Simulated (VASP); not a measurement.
# ZnSe (F-43m) in VASP: relaxation of cell and atoms with r2SCAN

Aim: the relaxation of cell and atoms of ZnSe with r2SCAN.

All numbers are computed with VASP 6.6.1; they aren't measurements. Logs are shortened: lines on timing, memory, paths and dates and some standing lists are left out, and cuts for length are marked.

### Step 1. Starting point

It takes space group F-43m (No. 216, cubic). The conventional cell has a = 5.668 Å, b = 5.668 Å, c = 5.668 Å, α = 90.00°, β = 90.00°, γ = 90.00°. Around Zn (site symmetry -43m) lie 4 Se at 2.45 Å. Se (site symmetry -43m) is surrounded by 4 Zn at 2.45 Å.

### Step 2. Relaxation of cell and atoms, r2SCAN

File INCAR:

```
SYSTEM = ZnSe
  PREC = Accurate
  ENCUT = 600
  EDIFF = 1E-7
  ISMEAR = 0
  SIGMA = 0.02
  LREAL = .False.
  LASPH = .True.
  NELM = 80
  ALGO = Normal
  ISIF = 3
  LWAVE = .False.
  LCHARG = .False.
  METAGGA = R2SCAN
  LMIXTAU = .True.
  IBRION = 2
  NSW = 80
  EDIFFG = -0.004
```

File KPOINTS:

```
regular mesh
0
Gamma
  8 8 8
  0 0 0
```

File POSCAR:

```
ZnSe
1.0
    0.0000000000      2.8338000000      2.8338000000
    2.8338000000      0.0000000000      2.8338000000
    2.8338000000      2.8338000000      0.0000000000
Zn Se
1 1
Direct
    0.0000000000      0.0000000000      0.0000000000
    0.2500000000      0.2500000000      0.2500000000
```

Potentials or basis: VASP PAW PBE potentials, release 64 (Zn, Se).

The run is started by

```
cat potpaw_PBE.64/Zn/POTCAR potpaw_PBE.64/Se/POTCAR > POTCAR
mpirun -np 1 vasp_std > vasp.out
```

OUTCAR:

```text
SYSTEM = ZnSe
   PREC = Accurate
   ENCUT = 600
   EDIFF = 1E-7
   ISMEAR = 0
   LREAL = .False.
   LASPH = .True.
   NELM = 80
   ISIF = 3
   METAGGA = R2SCAN
   IBRION = 2
   NSW = 80
   EDIFFG = -0.004

 ion  position               nearest neighbor table
   1  0.000  0.000  0.000-   2 2.45   2 2.45   2 2.45   2 2.45
   2  0.250  0.250  0.250-   1 2.45   1 2.45   1 2.45   1 2.45

  LATTYP: Found a face centered cubic cell.
 ALAT       =     5.6676000000

  Lattice vectors:

 A1 = (   0.0000000000,   2.8338000000,   2.8338000000)
 A2 = (   2.8338000000,   0.0000000000,   2.8338000000)
 A3 = (   2.8338000000,   2.8338000000,   0.0000000000)

Analysis of symmetry for initial positions (statically):
=====================================================================
 Subroutine PRICEL returns:
 Original cell was already a primitive cell.

 Routine SETGRP: Setting up the symmetry group for a
 face centered cubic supercell.

 Subroutine GETGRP returns: Found 24 space group operations
 (whereof 24 operations were pure point group operations)
 out of a pool of 48 trial point group operations.

The static configuration has the point symmetry T_d .

Analysis of symmetry for dynamics (positions and initial velocities):
=====================================================================
 Subroutine PRICEL returns:
 Original cell was already a primitive cell.

 Routine SETGRP: Setting up the symmetry group for a
 face centered cubic supercell.

 Subroutine GETGRP returns: Found 24 space group operations
 (whereof 24 operations were pure point group operations)
 out of a pool of 48 trial point group operations.

The dynamic configuration has the point symmetry T_d .

 Subroutine INISYM returns: Found 24 space group operations
 (whereof 24 operations are pure point group operations),
 and found     1 'primitive' translations

----------------------------------------------------------------------------------------

                                     Primitive cell

  volume of cell :      45.5132

  direct lattice vectors                    reciprocal lattice vectors
     0.000000000  2.833800000  2.833800000    -0.176441527  0.176441527  0.176441527
     2.833800000  0.000000000  2.833800000     0.176441527 -0.176441527  0.176441527
     2.833800000  2.833800000  0.000000000     0.176441527  0.176441527 -0.176441527

  length of vectors
     4.007598393  4.007598393  4.007598393     0.305605690  0.305605690  0.305605690

  position of ions in fractional coordinates (direct lattice)
     0.000000000  0.000000000  0.000000000
     0.250000000  0.250000000  0.250000000

  ion indices of the primitive-cell ions
   primitive index   ion index
                 1           1
                 2           2

----------------------------------------------------------------------------------------

 KPOINTS: regular mesh

Automatic generation of k-mesh.
 Grid dimensions read from file:
 generate k-points for:    8    8    8

 Generating k-lattice:

  Cartesian coordinates                     Fractional coordinates (reciprocal lattice)
    -0.022055191  0.022055191  0.022055191     0.125000000  0.000000000  0.000000000
     0.022055191 -0.022055191  0.022055191     0.000000000  0.125000000  0.000000000
     0.022055191  0.022055191 -0.022055191     0.000000000  0.000000000  0.125000000

  Length of vectors
     0.038200711  0.038200711  0.038200711

  Shift w.r.t. Gamma in fractional coordinates (k-lattice)
     0.000000000  0.000000000  0.000000000

 Subroutine IBZKPT returns following result:
 ===========================================

 Found     29 irreducible k-points:

 Following reciprocal coordinates:
            Coordinates               Weight
  0.000000  0.000000  0.000000      1.000000
  0.125000  0.000000  0.000000      8.000000
  0.250000  0.000000  0.000000      8.000000
  0.375000  0.000000  0.000000      8.000000
  0.500000  0.000000  0.000000      4.000000
  0.125000  0.125000  0.000000      6.000000
[... 16 lines left out ...]
  0.500000  0.250000  0.125000     48.000000
 -0.375000  0.250000  0.125000     24.000000
 [... further k-points ...]
   k-points           NKPTS =     29   k-points in BZ     NKDIM =     29   number of bands    NBANDS=     13
   number of dos      NEDOS =    301   number of ions     NIONS =      2
   total plane-waves  NPLWV =  32768
   dimension x,y,z NGX =    32 NGY =   32 NGZ =   32
   dimension x,y,z NGXF=    64 NGYF=   64 NGZF=   64
   ions per type =               1   1
   NGX,Y,Z   is equivalent  to a cutoff of  13.27, 13.27, 13.27 a.u.
   NGXF,Y,Z  is equivalent  to a cutoff of  26.55, 26.55, 26.55 a.u.
 SYSTEM =  ZnSe
   PREC   = accura    normal or accurate (medium, high low for compatibility)
   ISTART =      0    job   : 0-new  1-cont  2-samecut
   ICHARG =      2    charge: 1-file 2-atom 10-const
   ISPIN  =      1    spin polarized calculation?
   LNONCOLLINEAR =      F non collinear calculations
   LSORBIT =      F    spin-orbit coupling
   LASPH  =      T    aspherical Exc in radial PAW
   ENCUT  =  600.0 eV  44.10 Ry    6.64 a.u.   8.00  8.00  8.00*2*pi/ulx,y,z
   NELM   =     80;   NELMIN=  2; NELMDL= -5     # of ELM steps
   EDIFF  = 0.1E-06   stopping-criterion for ELM
   LREAL  =      F    real-space projection
   EDIFFG = -.4E-02   stopping-criterion for IOM
   NSW    =     80    number of steps for IOM
   IBRION =      2    ionic relax: 0-MD 1-quasi-New 2-CG
   NFREE  =      1    steps in history (QN), initial steepest desc. (CG)
   ISIF   =      3    stress and relaxation
   ISYM   =      2    0-nonsym 1-usesym 2-fastsym
   POTIM  = 0.5000    time-step for ionic-motion
   TEBEG  =    0.0;   TEEND  =   0.0 temperature during run
   PSTRESS=    0.0 pullay stress
   NELECT =      18.0000    total number of electrons
   NUPDOWN=      -1.0000    fix difference up-down
   EMIN   =  10.00;   EMAX   =-10.00  energy-range for DOS
   EFERMI =   0.00;   METHOD = LEGACY
   ISMEAR =     0;   SIGMA  =   0.02  broadening in eV -4-tet -1-fermi 0-gaus
   EFERMI_NEDOS =   21; number of points for ismear=-14 and -15
   IALGO  =     38    algorithm
   IMIX   =      4    mixing-type and parameters
     AMIX     =   0.40;   BMIX     =  1.00
     AMIX_MAG =   1.60;   BMIX_MAG =  1.00
  volume/ion in A,a.u.               =      22.76       153.57
  Fermi-wavevector in a.u.,A,eV,Ry     =   1.201673  2.270834 19.647073  1.444019
  Thomas-Fermi vector in A             =   2.337476
   LORBIT       =      0    0 simple, 1 ext, 2 COOP (PROOUT), +10 PAW based schemes
   METAGGA = R2SCAN    functional components
   LHFCALC =     F    Hartree Fock is set to
   AEXX    =    0.0000 exact exchange contribution
   IVDW    =     0    specifies the selected vdW correction
   LEPSILON=     F    determine dielectric tensor
   LRPA    =     F    only Hartree local field effects (RPA)
 conjugate gradient relaxation of ions
 non-spin polarized calculation
 Gauss-broadening in eV      SIGMA  =   0.02
  energy-cutoff  :      600.00
  volume of cell :       45.51
 maximum number of plane-waves:      1540
   NGX = 17   NGY = 17   NGZ = 17

 number of electron      17.9999991 magnetization

 Free energy of the ion-electron system (eV)
  ---------------------------------------------------
  ext. energy  EPLUGINS =         0.00000000
  ---------------------------------------------------
  free energy    TOTEN  =       -24.91071795 eV

  energy without entropy =      -24.91071795  energy(sigma->0) =      -24.91071795

 E-fermi :   1.4322     XC(G=0):  -9.9197

 val. band max:        1.2980212977   @ k =   0.0000   0.0000   0.0000
 cond. band min:       3.1653964761   @ k =   0.0000   0.0000   0.0000
 fundamental gap:      1.8673751783
 Fermi energy:         1.4321785858

 k-point     1 :       0.0000    0.0000    0.0000
  band No.  band energies     occupation
      1     -12.4152      2.00000
      2      -5.3970      2.00000
      3      -5.3970      2.00000
      4      -5.3970      2.00000
      5      -4.9892      2.00000
      6      -4.9892      2.00000
      7       1.2980      2.00000
      8       1.2980      2.00000
      9       1.2980      2.00000
     10       3.1654      0.00000
     11       7.6137      0.00000
     12       7.6139      0.00000
     13       7.6139      0.00000

 k-point     2 :       0.1250    0.0000    0.0000
  band No.  band energies     occupation
      1     -12.3112      2.00000
      2      -5.3877      2.00000
      3      -5.3803      2.00000
      4      -5.3802      2.00000
      5      -4.9905      2.00000
      6      -4.9905      2.00000
      7       0.0459      2.00000
      8       1.1449      2.00000
      9       1.1449      2.00000
     10       4.0873      0.00000
     11       7.5452      0.00000
     12       7.8745      0.00000
     13       7.8746      0.00000

 k-point     3 :       0.2500    0.0000    0.0000
  band No.  band energies     occupation
      1     -12.0410      2.00000
      2      -5.3430      2.00000
      3      -5.3429      2.00000
      4      -5.3252      2.00000
      5      -4.9892      2.00000
      6      -4.9892      2.00000
      7      -1.7358      2.00000
      8       0.8153      2.00000
      9       0.8154      2.00000
     10       4.5722      0.00000
     11       8.2526      0.00000
     12       8.2527      0.00000
     13       8.3876      0.00000
[... 305 lines left out ...]
 k-point    23 :       0.5000    0.2500    0.1250
  band No.  band energies     occupation
      1     -11.5766      2.00000
      2      -5.2914      2.00000
      3      -5.2602      2.00000
      4      -5.1123      2.00000
      5      -4.9770      2.00000
      6      -4.9293      2.00000
      7      -3.0816      2.00000
      8      -0.9970      2.00000
      9      -0.0033      2.00000
     10       6.0627      0.00000
     11       7.2953      0.00000
     12       8.5059      0.00000
     13      10.1184      0.00000

 k-point    24 :      -0.3750    0.2500    0.1250
  band No.  band energies     occupation
      1     -11.4641      2.00000
      2      -5.2818      2.00000
      3      -5.2455      2.00000
      4      -5.0240      2.00000
      5      -4.9832      2.00000
      6      -4.7834      2.00000
      7      -3.6492      2.00000
      8      -1.1305      2.00000
      9      -0.1895      2.00000
     10       6.0284      0.00000
     11       7.2618      0.00000
     12       9.2582      0.00000
     13      10.5339      0.00000

 [... further k-points ...]

------------------------ aborting loop because EDIFF is reached ----------------------------------------

  FORCE on cell =-STRESS in cart. coord.  units (eV):
  Direction    XX          YY          ZZ          XY          YZ          ZX
  --------------------------------------------------------------------------------------
  -------------------------------------------------------------------------------------
  Total       -0.0053131     -0.0053131     -0.0053131      0.0000000      0.0000000     -0.0000000
  in kB       -0.1870352     -0.1870352     -0.1870352      0.0000000      0.0000000     -0.0000000
  external PRESSURE =      -0.1870352 kB  Pullay stress =       0.0000000 kB

 VOLUME and BASIS-vectors are now :
 -----------------------------------------------------------------------------
  energy-cutoff  :      600.00
  volume of cell :       45.51
      direct lattice vectors                 reciprocal lattice vectors
     0.000000000  2.833800000  2.833800000    -0.176441527  0.176441527  0.176441527
     2.833800000  0.000000000  2.833800000     0.176441527 -0.176441527  0.176441527
     2.833800000  2.833800000  0.000000000     0.176441527  0.176441527 -0.176441527

 POSITION                                       TOTAL-FORCE (eV/Angst)
 -----------------------------------------------------------------------------------
      0.00000      0.00000      0.00000         0.000000      0.000000     -0.000000
      1.41690      1.41690      1.41690        -0.000000     -0.000000      0.000000
 -----------------------------------------------------------------------------------
    total drift:                                0.000026      0.000026      0.000026

  FREE ENERGIE OF THE ION-ELECTRON SYSTEM (eV)
  ---------------------------------------------------
  free  energy   TOTEN  =       -24.9107179526 eV

  energy  without entropy=      -24.9107179526  energy(sigma->0) =      -24.91071795

 reached required accuracy - stopping structural energy minimisation
```

It took 43 s on 1 thread of Intel Xeon Platinum 8559C (Emerald Rapids), shared host; peak memory 0.19 GiB.

What came out:

- Free energy: -24.9107 eV
- Pressure after relaxing: 0.0 GPa
- Band gap on the k mesh: 1.87 eV, direct

Final structure:
```
CELL_PARAMETERS angstrom
0.00000 2.83380 2.83380
2.83380 0.00000 2.83380
2.83380 2.83380 0.00000
ATOMIC_POSITIONS crystal
Zn 0.00000 0.00000 0.00000
Se 0.25000 0.25000 0.25000
```

Caveat: the relaxation stopped at its first step, so nothing moved; the PAW data sets were made with another functional, which shifts forces and pressure a little.
